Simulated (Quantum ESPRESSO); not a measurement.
# CdSe (Cadmoselite) (P6_3mc) in Quantum ESPRESSO: settings compared, part 2 of 2

Quantum ESPRESSO 7.5. The steps go on from the part before.

### 8 Single point, SCAN+D3(BJ), 29.79 Å³/atom

The input, pw.in:

```
&CONTROL
  calculation = 'scf'
  prefix = 'pwscf'
  outdir = './tmp'
  pseudo_dir = './pseudo'
  tprnfor = .true.
  tstress = .true.
  disk_io = 'nowf'
/
&SYSTEM
  ibrav = 0
  nat = 4
  ntyp = 2
  ecutwfc = 70
  nbnd = 36
  input_dft = 'scan'
  occupations = 'smearing'
  smearing = 'fd'
  degauss = 0.00367493
  vdw_corr = 'grimme-d3'
  dftd3_version = 4
  nosym = .true.
  nr1 = 48
  nr2 = 48
  nr3 = 96
/
&ELECTRONS
  conv_thr = 1d-08
  electron_maxstep = 120
  mixing_beta = 0.5
/
ATOMIC_SPECIES
Cd   112.4140 Cd_ONCV_PBE-1.2.upf
Se    78.9710 Se_ONCV_PBE-1.2.upf
CELL_PARAMETERS angstrom
   4.3843351364    0.0000000000    0.0000000000
  -2.1921675682    3.7969456069    0.0000000000
   0.0000000000    0.0000000000    7.1576820134
ATOMIC_POSITIONS crystal
Cd     0.6666666667    0.3333333333    0.5000000000
Cd     0.3333333333    0.6666666667    0.0000000000
Se     0.6666666667    0.3333333333    0.8850000000
Se     0.3333333333    0.6666666667    0.3850000000
K_POINTS automatic
5 5 3 0 0 0
```

The run is started by

```console
$ OMP_NUM_THREADS=1 mpirun -n 2 pw.x -nk 2 -in pw.in > pw.out
```

Run time: 4.8 min. Hardware: 2 MPI ranks of Intel Xeon 6975P-C (Granite Rapids), shared host; peak memory 0.48 GiB.

The run converged. Its results:

| Item | Value |
| --- | --- |
| Free energy | -8972.7981 eV |
| Pressure | -2.1 GPa |
| Largest force | 0.224 eV/Å |
| Band gap on the k mesh | 0.83 eV, direct |

Caveat: the potentials were made for another functional, which shifts forces and pressure.

### 9 Equation of state, SCAN+D3(BJ)

Potentials or basis: SG15 PBE 1.2.

This step only gathers the single runs of the series.

Results:

| Item | Value |
| --- | --- |
| Equilibrium volume | 28.57 Å³/atom |
| Bulk modulus at fixed shape and positions | 54 GPa |
| Pressure derivative of the bulk modulus | 4.6 |

Energy against volume, from the lowest point:
| volume (Å³/atom) | energy (meV/atom) |
| --- | --- |
| 26.416 | 31.33 |
| 26.978 | 16.41 |
| 27.540 | 6.57 |
| 28.102 | 1.25 |
| 28.665 | 0.00 |
| 29.227 | 2.39 |
| 29.789 | 8.04 |

Caveat: the potentials were made for another functional, which shifts forces and pressure; the cell was scaled at fixed shape and fractional positions, which overstates the stiffness of a crystal with free parameters, most of all of layers and chains.

### 10 Band structure, r2SCAN

The input, pw.in:

```
&CONTROL
  calculation = 'scf'
  prefix = 'pwscf'
  outdir = './tmp'
  pseudo_dir = './pseudo'
  tprnfor = .true.
  tstress = .true.
  disk_io = 'low'
/
&SYSTEM
  ibrav = 0
  celldm(1) = 8
  nat = 4
  ntyp = 2
  ecutwfc = 70
  nbnd = 36
  input_dft = 'r2scan'
  occupations = 'smearing'
  smearing = 'fd'
  degauss = 0.00367493
  nosym = .true.
/
&ELECTRONS
  conv_thr = 1d-08
  electron_maxstep = 120
  mixing_beta = 0.5
/
ATOMIC_SPECIES
Cd   112.4140 Cd_ONCV_PBE-1.2.upf
Se    78.9710 Se_ONCV_PBE-1.2.upf
CELL_PARAMETERS alat
  1.0157277919864   0.0000000000000   0.0000000000000
 -0.5078638959932   0.8796460711964   0.0000000000000
  0.0000000000000   0.0000000000000   1.6582346743591
ATOMIC_POSITIONS crystal
Cd     0.6666666667    0.3333333333    0.5000000000
Cd     0.3333333333    0.6666666667    0.0000000000
Se     0.6666666667    0.3333333333    0.8850000000
Se     0.3333333333    0.6666666667    0.3850000000
K_POINTS automatic
7 7 4 0 0 0
```

The input, bands.in:

```
&CONTROL
  calculation = 'bands'
  prefix = 'pwscf'
  outdir = './tmp'
  pseudo_dir = './pseudo'
  disk_io = 'low'
  verbosity = 'high'
/
&SYSTEM
  ibrav = 0
  celldm(1) = 8
  nat = 4
  ntyp = 2
  ecutwfc = 70
  nbnd = 36
  input_dft = 'r2scan'
  occupations = 'smearing'
  smearing = 'fd'
  degauss = 0.00367493
  nosym = .true.
/
&ELECTRONS
  conv_thr = 1d-08
  electron_maxstep = 120
  mixing_beta = 0.5
  diago_full_acc = .true.
  startingwfc = 'random'
/
ATOMIC_SPECIES
Cd   112.4140 Cd_ONCV_PBE-1.2.upf
Se    78.9710 Se_ONCV_PBE-1.2.upf
CELL_PARAMETERS alat
  1.0157277919864   0.0000000000000   0.0000000000000
 -0.5078638959932   0.8796460711964   0.0000000000000
  0.0000000000000   0.0000000000000   1.6582346743591
ATOMIC_POSITIONS crystal
Cd     0.6666666667    0.3333333333    0.5000000000
Cd     0.3333333333    0.6666666667    0.0000000000
Se     0.6666666667    0.3333333333    0.8850000000
Se     0.3333333333    0.6666666667    0.3850000000
K_POINTS crystal
60
 0.0000000000  0.0000000000  0.0000000000 1
 0.0625000000  0.0000000000  0.0000000000 1
 0.1250000000  0.0000000000  0.0000000000 1
 0.1875000000  0.0000000000  0.0000000000 1
 0.2500000000  0.0000000000  0.0000000000 1
 0.3125000000  0.0000000000  0.0000000000 1
 0.3750000000  0.0000000000  0.0000000000 1
 0.4375000000  0.0000000000  0.0000000000 1
 0.5000000000  0.0000000000  0.0000000000 1
 0.4583333333  0.0833333333  0.0000000000 1
 0.4166666667  0.1666666667  0.0000000000 1
 0.3750000000  0.2500000000  0.0000000000 1
 0.3333333333  0.3333333333  0.0000000000 1
 0.2962962963  0.2962962963  0.0000000000 1
 0.2592592593  0.2592592593  0.0000000000 1
 0.2222222222  0.2222222222  0.0000000000 1
 0.1851851852  0.1851851852  0.0000000000 1
 0.1481481481  0.1481481481  0.0000000000 1
 0.1111111111  0.1111111111  0.0000000000 1
 0.0740740741  0.0740740741  0.0000000000 1
 0.0370370370  0.0370370370  0.0000000000 1
 0.0000000000  0.0000000000  0.0000000000 1
 0.0000000000  0.0000000000  0.1250000000 1
 0.0000000000  0.0000000000  0.2500000000 1
 0.0000000000  0.0000000000  0.3750000000 1
 0.0000000000  0.0000000000  0.5000000000 1
 0.0625000000  0.0000000000  0.5000000000 1
 0.1250000000  0.0000000000  0.5000000000 1
 0.1875000000  0.0000000000  0.5000000000 1
 0.2500000000  0.0000000000  0.5000000000 1
 0.3125000000  0.0000000000  0.5000000000 1
 0.3750000000  0.0000000000  0.5000000000 1
 0.4375000000  0.0000000000  0.5000000000 1
 0.5000000000  0.0000000000  0.5000000000 1
 0.4666666667  0.0666666667  0.5000000000 1
 0.4333333333  0.1333333333  0.5000000000 1
 0.4000000000  0.2000000000  0.5000000000 1
 0.3666666667  0.2666666667  0.5000000000 1
 0.3333333333  0.3333333333  0.5000000000 1
 0.3000000000  0.3000000000  0.5000000000 1
 0.2666666667  0.2666666667  0.5000000000 1
 0.2333333333  0.2333333333  0.5000000000 1
 0.2000000000  0.2000000000  0.5000000000 1
 0.1666666667  0.1666666667  0.5000000000 1
 0.1333333333  0.1333333333  0.5000000000 1
 0.1000000000  0.1000000000  0.5000000000 1
 0.0666666667  0.0666666667  0.5000000000 1
 0.0333333333  0.0333333333  0.5000000000 1
 0.0000000000  0.0000000000  0.5000000000 1
 0.5000000000  0.0000000000  0.5000000000 1
 0.5000000000  0.0000000000  0.4000000000 1
 0.5000000000  0.0000000000  0.3000000000 1
 0.5000000000  0.0000000000  0.2000000000 1
 0.5000000000  0.0000000000  0.1000000000 1
 0.5000000000  0.0000000000  0.0000000000 1
 0.3333333333  0.3333333333  0.0000000000 1
 0.3333333333  0.3333333333  0.1250000000 1
 0.3333333333  0.3333333333  0.2500000000 1
 0.3333333333  0.3333333333  0.3750000000 1
 0.3333333333  0.3333333333  0.5000000000 1
```

The run is started by

```console
$ OMP_NUM_THREADS=1 mpirun -n 4 pw.x -nk 4 -in pw.in > pw.out
$ OMP_NUM_THREADS=1 mpirun -n 4 pw.x -nk 4 -in bands.in > bands.out
```

Run time: 5.1 min. Hardware: 4 MPI ranks of Intel Xeon 6975P-C (Granite Rapids), shared host; peak memory 0.96 GiB.

Results (log left out):

```
Free energy             : -8976.3261 eV
Pressure                : 1.7 GPa
Largest force           : 0.282 eV/Å
Band gap on the k mesh  : 1.00 eV, direct
Band gap along the path : 1.00 eV, direct
```

Forces on the atoms (eV/Å):
```
Cd   0.000  0.000  0.282
Cd   0.000  0.000  0.282
Se   0.000  0.000 -0.282
Se   0.000  0.000 -0.282
```

Stress tensor (GPa, compression positive):
```
2.39 0.00 0.00
0.00 2.39 0.00
0.00 0.00 0.34
```

Levels at the corners of the path, in eV from the valence-band top:
```csv
point,band 24,band 25,band 26,band 27,band 28,band 29
Γ,-0.01,0.00,0.00,1.00,2.43,6.38
M,-1.90,-1.26,-0.85,3.56,3.58,5.10
K,-1.82,-1.82,-1.82,4.63,5.16,5.16
Γ,-0.01,0.00,0.00,1.00,2.43,6.38
A,-0.38,-0.38,-0.38,2.65,2.65,6.24
L,-1.41,-1.32,-1.32,3.29,3.29,5.15
H,-2.54,-1.08,-1.08,4.16,4.16,6.20
A,-0.38,-0.38,-0.38,2.65,2.65,6.24
L,-1.41,-1.32,-1.32,3.29,3.29,5.15
M,-1.90,-1.26,-0.85,3.56,3.58,5.10
K,-1.82,-1.82,-1.82,4.63,5.16,5.16
H,-2.54,-1.08,-1.08,4.16,4.16,6.20
```

Caveat: the potentials were made for another functional, which shifts forces and pressure.

### 11 Against experiment

Step 10. A measured gap of CdSe is 1.841 eV (2 K; a printed reference work, data compilation); the calculated 1.00 eV misses it by -0.84 eV. Spin-orbit coupling on Cd, Se is left out. The value is that of r2SCAN, without temperature or zero-point motion.
